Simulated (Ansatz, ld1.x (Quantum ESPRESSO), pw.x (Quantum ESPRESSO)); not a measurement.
lanthanum (sc): variants of one TM potential in the solid

| Property | Result |
| --- | --- |
| Element | La (Z = 57) |
| Generator | ld1.x (Quantum ESPRESSO) 7.5 |
| Type | norm-conserving Troullier–Martins (Kleinman–Bylander form) |
| Functional | PBE |
| Relativity | scalar-relativistic |
| Frozen core | [Xe] |
| Valence charge | 3 |
| Reference configuration | 4f0 5d1.5 6s1.5 6p0 |
| Partial waves | 6s (bound): rc 3.80 bohr; 6p (bound, empty): rc 3.65 bohr; 5d (bound): rc 2.60 bohr; 4f (bound, empty): rc 1.65 bohr |
| Local potential | all-electron potential smoothed inside 3.50 bohr (lloc = -1) |
| Core correction | a·sin(br)/r model core inside 1.35 bohr |

Crystal test: sc La in pw.x 7.5, no spin, 10³ k-points, Fermi–Dirac smearing 0.01 Ry, cutoffs set for each file from its atomic test. The reference is all-electron LAPW (Ansatz 0.2.0) with the same functional, mesh and smearing; V0 and B0 come from Birch–Murnaghan fits to the pressures at five volumes. Errors are pseudo minus all-electron; Δ is the rms difference of the E(V) curves that follow from these fits, minima aligned, over ±6 % about the mean V0. Mesh and smearing are coarse, so the numbers serve the comparison and aren't converged zero-temperature values; the lattice is a test structure that the element need not adopt.

All-electron: a0 = 3.331 Å (V0 = 36.94 Å³/atom), B0 = 22.3 GPa.

Base: The largest radius (3.80 bohr) exceeds half the bond length (3.15 bohr), so the spheres overlap, which is one possible source of error among others. This is a poor potential for the solid. The free energy does not fall steadily as the cutoff rises, most likely since the density grid, which shrinks with it, is too coarse for the model core; the lower cutoffs are not converged. Note: ghost state, extra bound levels that the all-electron valence spectrum of the same l lacks: s at -3.4 eV. A true bound ghost makes a file unfit for plane-wave use. Atomic configuration tests: 4 of 7 tests not solved or not reliable.

1 further variants are left out: they gave no file fit for a test, a broken result, the same result as the base, or pressures whose basis-set error rivals the error shown.

A dash in a converged row means that the minimum lies outside the volumes sampled.

| change | cutoffs (Ry) | pw.x | a0 (Å) | a0 error (%) | B0 error (%) | Δ (meV/atom) | mean pressure error (GPa) |
| --- | --- | --- | --- | --- | --- | --- | --- |
| base | 50/200 | converged; bound ghost | 3.298 | -0.99 | -25.3 | 5.0 | -0.51 |
| local potential all-electron potential smoothed inside 1.40 bohr (lloc = -1) | 50/200 | converged; bound ghost | – | – | – | – | -14.77 |
| all radii but the core radius scaled by about 1.32 (s 5.04, p 4.84, d 3.44, f 2.18 bohr); local potential all-electron potential smoothed inside 4.64 bohr (lloc = -1) | 50/200 | converged | – | – | – | – | +5.03 |
| wave 6s (bound): rc 3.80 bohr becomes 6s (bound): rc 2.70 bohr | 50/200 | converged; bound ghost | – | – | – | – | -0.96 |
| wave 5d (bound): rc 2.60 bohr becomes 5d (bound): rc 2.50 bohr | 50/200 | converged; bound ghost | 3.298 | -0.99 | -25.3 | 5.0 | -0.51 |
